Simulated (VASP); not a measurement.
MgF2 (rutile): the lattice constant a from VASP (plane waves, PAW) at several levels of theory. Static lattice.  The measured value holds thermal and zero-point effects that the static calculation lacks.

```
level   lattice constant a (Å)  error against measurement
------  ----------------------  -------------------------
LDA                      4.534                     -1.9 %
PBE                      4.689                     +1.5 %
PBEsol                   4.632                     +0.2 %
TPSS                     4.668                     +1.0 %
SCAN                     4.596                     -0.6 %
r2SCAN                   4.610                     -0.2 %
```

Measured: 4.621 Å (as given by Wikipedia, Sellaite (infobox)).

The cell of the LDA run:

```yaml
crystal:
  lattice:
    - [4.53390, 0.00000, 0.00000]
    - [0.00000, 4.53390, 0.00000]
    - [0.00000, 0.00000, 3.00354]
  atoms:
    - { symbol: Mg, position: [0.00000, 0.00000, 0.00000] }
    - { symbol: Mg, position: [0.50000, 0.50000, 0.50000] }
    - { symbol: F, position: [0.30264, 0.30264, 0.00000] }
    - { symbol: F, position: [0.80264, 0.19736, 0.50000] }
    - { symbol: F, position: [0.19736, 0.80264, 0.50000] }
    - { symbol: F, position: [0.69736, 0.69736, 0.00000] }
```

Only levels that ran to the end are used. Left out are those held back, those with too coarse a band path, GW runs whose mesh misses a band edge, hybrids' fits of cells that aren't cubic and levels without matching references; a question may draw on a part of the rest.

The compound is MgF2 in the rutile structure.
